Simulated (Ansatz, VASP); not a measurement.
One calculation of H, two programs

```
H
1.0
     2.64964    0.00000    0.00000
     0.00000    2.64964    0.00000
     0.00000    0.00000    0.98049
H
1
Direct
  0.00000 0.00000 0.50000
```

Alike in both runs: task single point; functional PBE; k mesh 10 × 10 × 26; occupations gaussian, width 0.05 eV; no spin polarisation.

|  | VASP | Ansatz |
| --- | --- | --- |
| version | VASP 6.6.1 | Ansatz 0.2.0 |
| potentials or method | VASP PAW PBE potentials, release 64 (H) | Ansatz PAW |
| plane-wave cutoff (eV) | 520 | 420 |
| valence electrons in the cell | 1 | 1 |

VASP gave:

- gap on the k mesh at the Fermi level (eV): none
- pressure (GPa): 1.6
- largest component of the traceless stress (GPa): 1.50

Estimate Ansatz's values.

gap on the k mesh at the Fermi level (eV): none; pressure (GPa): 1.9; largest component of the traceless stress (GPa): 1.50.

A gap of «none» marks a metal or a gap that the smearing closes.
